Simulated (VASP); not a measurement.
A run of VASP 6.6.1:

File INCAR:

```
SYSTEM = Bi
PREC = Accurate
ENCUT = 600
EDIFF = 1E-7
ISMEAR = 1
SIGMA = 0.1
LREAL = .FALSE.
LASPH = .TRUE.
NELM = 80
ALGO = Normal
ISIF = 3
LWAVE = .FALSE.
LCHARG = .FALSE.
GGA = PE
IBRION = 2
NSW = 90
EDIFFG = -0.005
```

Contents of KPOINTS:

```
regular mesh
0
G
  12 12 12
  0 0 0
```

POSCAR

```
Bi                                      
1.0
    2.2923225448      1.3234730383      4.0448875252
   -2.2923225448      1.3234730383      4.0448875252
    0.0000000000     -2.6469460767      4.0448875252
  Bi            
     2
Direct
     0.2338487919658584    0.2338487919658584    0.2338487919658584
     0.7661512080341416    0.7661512080341416    0.7661512080341416
```

Potentials or basis: VASP PAW PBE potentials, release 64 (Bi_d).

The run is started by

```console
$ cat potpaw_PBE.64/Bi_d/POTCAR > POTCAR
$ mpirun -np 1 vasp_std > vasp.out
```

Hardware: 1 thread of Intel(R) Xeon(R) Platinum 8488C (Sapphire Rapids) (shared host).

Problem. Estimate the wall time of this run.

Solution. Run time: 5.2 min on 1 thread of Intel(R) Xeon(R) Platinum 8488C (Sapphire Rapids), with other jobs on the host, peak memory 0.44 GiB. Counts: scf iterations 24, k points 189, ion steps 3.
